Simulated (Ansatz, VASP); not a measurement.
Bi in VASP and in Ansatz

Contents of INCAR:

```
SYSTEM = Bi
ALGO = Normal
EDIFF = 1E-7
EDIFFG = -0.005
ENCUT = 600
GGA = PE
IBRION = 2
ISIF = 3
ISMEAR = 0
IVDW = 12
LASPH = .True.
LCHARG = .False.
LREAL = .False.
LWAVE = .False.
NELM = 100
NSW = 70
PREC = Accurate
SIGMA = 0.1
```

The input KPOINTS:

```
k-points
0
Gamma
  16 16 16
  0 0 0
```

POSCAR

```
Bi
1.0
   -1.9918029236      1.9918029236      1.9918029236
    1.9918029236     -1.9918029236      1.9918029236
    1.9918029236      1.9918029236     -1.9918029236
Bi
1
Direct
    0.0000000000      0.0000000000      0.0000000000
```

Input for Ansatz:

```yaml
crystal:
  lattice:
    - [-1.9918029236, 1.9918029236, 1.9918029236]
    - [1.9918029236, -1.9918029236, 1.9918029236]
    - [1.9918029236, 1.9918029236, -1.9918029236]
  atoms:
    - { symbol: Bi, position: [0.0, 0.0, 0.0] }
basis:
  ecutwfc: 420
kpoints:
  mp_grid: { grid: [16, 16, 16] }
hamiltonian:
  xc: pbe
  dispersion: d3bj
scf:
  occupations: { method: gaussian, width: 0.1 }
output:
  forces: true
  stress: true
  eigenvalues: true
relax:
  adjacent_minimum: "off"
  f_tol: 0.005
  max_steps: 50
  cell: { stress_tol: 0.05 }
```

Alike in both runs: task relaxation of cell and atoms; functional PBE; dispersion D3(BJ); k mesh 16 × 16 × 16; occupations gaussian, width 0.1 eV; no spin polarisation.

|  | VASP | Ansatz |
| --- | --- | --- |
| version | VASP 6.6.1 | Ansatz 0.2.0 |
| potentials or method | VASP PAW PBE potentials, release 64 (Bi_d) | scalar-relativistic, plane waves, PAW |
| plane-wave cutoff (eV) | 600 | 420 |
| valence electrons in the cell | 15 | 15 |

|  | VASP | Ansatz | Ansatz less VASP |
| --- | --- | --- | --- |
| gap on the k mesh at the Fermi level, each at its own relaxed structure (eV) | none | none | - |
| relaxed volume (Å³/atom) | 30.08 | 30.10 | +0.020 |
| relaxed cell length with the largest relative difference (Å) | 3.394 | 3.394 | +0.0008 |
| energy change over the relaxation (meV/atom) | -12 | -13 | 0.0 |

A gap of «none» marks a metal or a gap that the smearing closes.

Caveats: spin-orbit coupling is left out, which moves the levels of the heavy elements; pairwise dispersion overbinds metals, which lowers pressure and volume.
